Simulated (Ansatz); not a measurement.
# CuO: the cost of one run

Method: DFT PBEsol, scalar-relativistic, plane waves, PAW, in Ansatz 0.2.0.

1 further run of the same task is left out (set aside as unsound or not needed).

## (1) The structure to begin with

The structure is orthorhombic, space group Cccm (No. 66). The conventional cell has a = 4.087 Å, b = 4.099 Å, c = 5.092 Å, α = 90.00°, β = 90.00°, γ = 90.00°. Cu (site symmetry 2/m) has 4 O at 1.93 Å as nearest neighbours. O (site symmetry 222) is surrounded by 4 Cu at 1.93 Å.

As a file:

```xyz
4
Lattice="2.8940 -0.0155 -0.0040 0.0238 2.8939 -0.0039 0.0103 0.0102 5.0924" Properties=species:S:1:pos:R:3 pbc="T T T"
Cu    1.4522   -0.0026    2.5442
Cu    0.0119    1.4470   -0.0020
O     0.0271    2.8957    1.2691
O     2.9010   -0.0070    3.8153
```

It goes back to an entry of the Materials Project, which need not be the stable form.

This cell was relaxed beforehand with the same method: volume 10.66 Å³/atom, gap on the mesh none (metal).

## (2) Point at V/V0 = 0.97

File input.yaml:

```yaml
crystal:
  lattice:
    - [2.8647817092, -0.0153078775, -0.003934095]
    - [0.0235663282, 2.8646939781, -0.0039100475]
    - [0.0102421461, 0.0101323073, 5.0409473581]
  atoms:
    - { symbol: Cu, position: [0.5, 0.0, 0.5] }
    - { symbol: Cu, position: [0.0, 0.5, 0.0] }
    - { symbol: O, position: [0.0002557345, 0.999738706, 0.2500003705] }
    - { symbol: O, position: [0.9997442655, 0.000261294, 0.7499996295] }
basis:
  ecutwfc: 420
kpoints:
  mp_grid: { grid: [14, 14, 8] }
hamiltonian:
  xc: pbesol
scf:
  occupations: { method: gaussian, width: 0.1 }
output:
  forces: true
  stress: true
  eigenvalues: true
relax:
  adjacent_minimum: "off"
  f_tol: 0.01
  max_steps: 30
  cell: { stress_tol: 0.1, fix: [volume] }
```

Run with:

```sh
$ ansatz run input.yaml --threads 1 --pin off --max-ram 2560MiB --backend cpu --events-out ev --progress --plain --runs-dir out
```

**Question.** How long does this run take on 1 thread of Oxide Virtual Turin-like (Zen 5), shared host, and how much memory does it need?

About 3.1 min, with a peak of 0.99 GiB.
